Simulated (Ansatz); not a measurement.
Set up this calculation in Ansatz 0.2.0, as the native input.

```yaml
Task: relaxation of cell and atoms
Functional: PBEsol
Dispersion: D3(BJ)
Potentials_or_basis: Ansatz PAW
Cutoff: "420 eV (not typed: the program's choice for these potentials)"
k_mesh: 8 × 8 × 6
Occupations: fermi-dirac, width 0.05 eV
Spin: no spin polarisation
```

CuO:

```
Cu O
1.0
     3.17550    0.00000    0.00000
     0.00000    3.17550    0.00000
     0.00000    0.00000    4.64953
Cu O
2 2
Cartesian
  0.0000 0.0000 0.0000
  1.5877 1.5877 0.0000
  1.5877 0.0000 1.2414
  0.0000 1.5877 3.4081
```

The cell was built by a generator and needn't be a form met in nature.

One way to write it, as run:

input.yaml

```yaml
crystal:
  lattice:
    - [3.1754955, 0.0, 0.0]
    - [0.0, 3.1754955, 0.0]
    - [0.0, 0.0, 4.64953187]
  atoms:
    - { symbol: Cu, position: [0.0, 0.0, 0.0] }
    - { symbol: Cu, position: [0.5, 0.5, 0.0] }
    - { symbol: O, position: [0.5, 0.0, 0.267] }
    - { symbol: O, position: [0.0, 0.5, 0.733] }
hamiltonian:
  xc: pbesol
  pseudopotentials: { kind: paw }
  dispersion: d3bj
kpoints:
  mp_grid: { grid: [8, 8, 6] }
scf:
  occupations: { method: fermi_dirac, width: 0.05 }
output:
  forces: true
  stress: true
  eigenvalues: true
  write_density: true
  write_potential: true
  elf: true
  volumetric_format: npy
relax:
  f_tol: 0.01
  max_steps: 40
  cell: { stress_tol: 0.05 }
```

Potentials or basis: Ansatz PAW.

Command:

```sh
$ ansatz run input.yaml --threads 2 --pin off --max-ram 5632MiB --backend cpu --events-out ev --progress --plain --runs-dir out
```

It gave:

```
Relaxed volume                         : 10.96 Å³/atom
Relaxed cell                           : a = 3.826 Å, b = 3.826 Å, c = 2.996 Å, α = 90.00°, β = 90.00°, γ = 90.00°
Space group after relaxing (to 0.05 Å) : P4/mmm (No. 123)
Energy gained by relaxing              : 686.1 meV/atom
Ionic steps                            : 24
Pressure after relaxing                : 0.0 GPa
Band gap on the k mesh                 : none (metal or under the smearing width)
```

Caveat: the plane-wave basis is chosen anew once the cell has moved, so the energies of steps on either side of that aren't comparable; the pressure holds a Pulay correction of +0.7 GPa for the finite cutoff; the run has no spin polarisation, though such a crystal can be magnetic; semilocal functionals often make such compounds metallic where correlation or magnetic order opens a gap, which also shifts bond lengths; pairwise dispersion overbinds metals, which lowers pressure and volume; the PAW data sets come from PBE, with cores solved anew for the run's functional, which leaves a small shift of forces and pressure.

It took 77 s on 2 threads of Arm Neoverse V1, on a shared host, peak memory 0.38 GiB.
